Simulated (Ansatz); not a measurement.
# MoS2 (Molybdenite): the cost of one run

Computed with Ansatz 0.2.0 (DFT, PBE, plane-wave PAW, default files, scalar-relativistic, unless a step's input says otherwise).

1 further run of the same task is left out (it didn't finish).

## 1. The system as given

The structure is trigonal, space group R3m (No. 160). The conventional cell has a = 3.163 Å, b = 3.163 Å, c = 18.370 Å, α = 90.00°, β = 90.00°, γ = 120.00°. Mo (site symmetry 3m) is surrounded by 6 S at 2.36 Å. S (site symmetry 3m) has 3 Mo at 2.36 Å as nearest neighbours.

Coordinates:

```cif
data_structure
_symmetry_space_group_name_H-M 'P 1'
_symmetry_Int_Tables_number 1
_cell_length_a 6.3898
_cell_length_b 6.3898
_cell_length_c 6.3898
_cell_angle_alpha 28.660
_cell_angle_beta 28.660
_cell_angle_gamma 28.660
_cell_volume 53.05
loop_
_atom_site_label
_atom_site_type_symbol
_atom_site_fract_x
_atom_site_fract_y
_atom_site_fract_z
_atom_site_occupancy
Mo1 Mo 0.00000 0.00000 0.00000 1
S1 S 0.25160 0.25160 0.25160 1
S2 S 0.41510 0.41510 0.41510 1
```

The earlier run gave: gap on the mesh 0.71 eV, largest force 1.292 eV/Å, pressure 9.3 GPa.

Site by site (atoms counted from 1):

| site | atoms | first shell | V_zz (10²¹ V/m²) | η | C_Q (MHz) |
| --- | --- | --- | --- | --- | --- |
| Mo | 1 | 6 S at 2.36 Å | -9.08 | 0.00 | 4.83 (⁹⁵Mo) |
| S2 | 2 | 3 Mo at 2.36 Å | -6.39 | 0.00 | 10.7 (³³S) |
| S3 | 3 | 3 Mo at 2.36 Å | -6.25 | 0.00 | 10.5 (³³S) |

Conventions: |V_zz| ≥ |V_yy| ≥ |V_xx|, η = (V_xx − V_yy)/V_zz, C_Q = eQV_zz/h. Quadrupole moments are those of Pyykkö's year-2017 table.

## 2. Z stretched by -3 %, ions relaxed

File input.yaml:

```yaml
crystal:
  lattice:
    - [1.5815, 0.9130794507, 5.9396333333]
    - [-1.5815, 0.9130794507, 5.9396333333]
    - [0.0, -1.8261589014, 5.9396333333]
  atoms:
    - { symbol: Mo, position: [-6.1285e-06, -6.1285e-06, -6.1285e-06], spin: 2.0 }
    - { symbol: S, position: [0.24829506, 0.24829506, 0.24829506] }
    - { symbol: S, position: [0.4184110685, 0.4184110685, 0.4184110685] }
magnetization:
  spin_polarized: true
kpoints:
  mp_grid: { grid: [16, 16, 16] }
scf:
  occupations: { method: fermi_dirac, width: 0.02 }
hamiltonian:
  xc: pbe
  pseudopotentials: { kind: paw }
output:
  forces: true
  stress: true
  populations: true
  efg:
    quadrupole_moments_barn: { Mo: -0.022, S: -0.0694 }
    contact_densities: true
relax:
  f_tol: 0.02
  max_steps: 60
```

Run with:

```sh
$ ansatz run input.yaml --threads 1 --pin off --max-ram 3072MiB --backend cpu --events-out ev --progress --plain --runs-dir out
```

**Question.** How long does this run take on 1 thread of Intel Xeon Platinum 8488C (Sapphire Rapids), shared host, and how much memory does it need?

About 4.3 min, with a peak of 1.2 GiB.
